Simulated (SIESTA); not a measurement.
**CoO under changes of volume**

One of the cells (9.878 Å³/atom); the others are scaled copies at fixed shape and fractional positions:

```
CELL_PARAMETERS angstrom
0.00000 2.14562 2.14562
2.14562 0.00000 2.14562
2.14562 2.14562 0.00000
ATOMIC_POSITIONS crystal
Co 0.00000 0.00000 0.00000
O 0.50000 0.50000 0.50000
```

* Program: SIESTA 5.4.2
* Functional: PBEsol
* Potentials or basis: PseudoDojo 0.4 standard (PBEsol files)
* Basis: DZP (energy shift 0.003 Ry; two zetas on semicore shells)
* Grid cutoff: 800 Ry
* Energy shift: 0.003 Ry
* k mesh: 11 × 11 × 11
* Occupations: fermi-dirac, width 0.05 eV
* Spin: collinear spin, ferromagnetic start
* Starting moments: [2.0, 0.0] μB

```tsv
volume (Å³/atom)	energy over the lowest point (meV/atom)	pressure (GPa)	moment (μB per cell)
9.103	0.00	0.6	2.84
9.297	1.84	-3.3	2.90
9.490	?	?	?
9.878	31.60	-13.1	2.99
10.071	49.19	-15.6	3.00
10.265	69.83	-18.2	3.00
```

Question: What does the run at 9.490 Å³/atom give?

Answer: Energy over the lowest point 7.67 meV/atom; pressure -6.4 GPa; moment 2.95 μB per cell.

Worked out: A Birch-Murnaghan fit of order 3 (a polynomial in V^(-2/3)) to the other rows has its minimum at 9.12 Å³/atom with B0 = V·E''(V) = 173 GPa (rough, since the energies scatter). It gives 7.80 meV/atom at 9.490 Å³/atom, against the run's 7.67, and -dE/dV = -6.7 GPa, against -6.4. A parabola through the other rows of the moment, of slope 0.193 μB per Å³/atom there, gives 2.94 μB, against the run's 2.95.

Energies are extrapolated to zero smearing.

Caveats: short orbitals over semicore shells can move pressures by several GPa; the basis of atomic orbitals isn't converged, which shifts pressures, moduli and gaps; a cell with one magnetic atom can't hold antiferromagnetic order, which such compounds often take.
